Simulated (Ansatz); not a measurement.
**How far is PAW off for Li?**

```xyz
1
Lattice="0.0000 2.2020 2.2020 2.2020 0.0000 2.2020 2.2020 2.2020 0.0000" Properties=species:S:1:pos:R:3 pbc="T T T"
Li    0.0000    0.0000    0.0000
```

Conventional cell: a = 4.404 Å, b = 4.404 Å, c = 4.404 Å, α = 90.00°, β = 90.00°, γ = 90.00°. Around Li (atom 1) lie 12 Li at 3.11 Å.

The cell is COD entry 9008473, as deposited and not checked against the literature; nothing was relaxed.

Levels of theory: DFT, PBEsol, PAW with Ansatz's default frozen-core files, scalar-relativistic (Ansatz 0.2.0); DFT, PBEsol, all-electron LAPW, scalar-relativistic (Ansatz 0.2.0).

For PAW: a Γ-centred 13×13×13 k mesh, Fermi–Dirac smearing of 0.08 eV, cutoff 420 eV, no spin polarisation; the PAW files were made with PBE, and the program remakes their frozen cores for this functional. LAPW targets a basis error of 0.25 meV/atom. The Ansatz runs share mesh, smearing and spin set-up. Plane-wave (PAW) pressures include the program's estimate of the Pulay term.

Stress and pressure are positive in compression.

Levels count from the Fermi level.

PAW results:

```json
{"quantity": "pressure (GPa)", "PAW": "-0.67"}
{"quantity": "highest filled level at U (eV)", "PAW": "-46.027"}
{"quantity": "lowest empty level at U (eV)", "PAW": "2.428"}
{"quantity": "highest filled level at L (eV)", "PAW": "-0.013"}
{"quantity": "lowest empty level at L (eV)", "PAW": "2.735"}
{"quantity": "highest filled level at W (eV)", "PAW": "-46.026"}
{"quantity": "lowest empty level at W (eV)", "PAW": "3.374"}
```

Question: What does all-electron LAPW give for the same quantities?

Answer: 
```tsv
quantity	LAPW
pressure (GPa)	-0.67
highest filled level at U (eV)	-46.046
lowest empty level at U (eV)	2.428
highest filled level at L (eV)	-0.013
lowest empty level at L (eV)	2.734
highest filled level at W (eV)	-46.045
lowest empty level at W (eV)	3.375
```
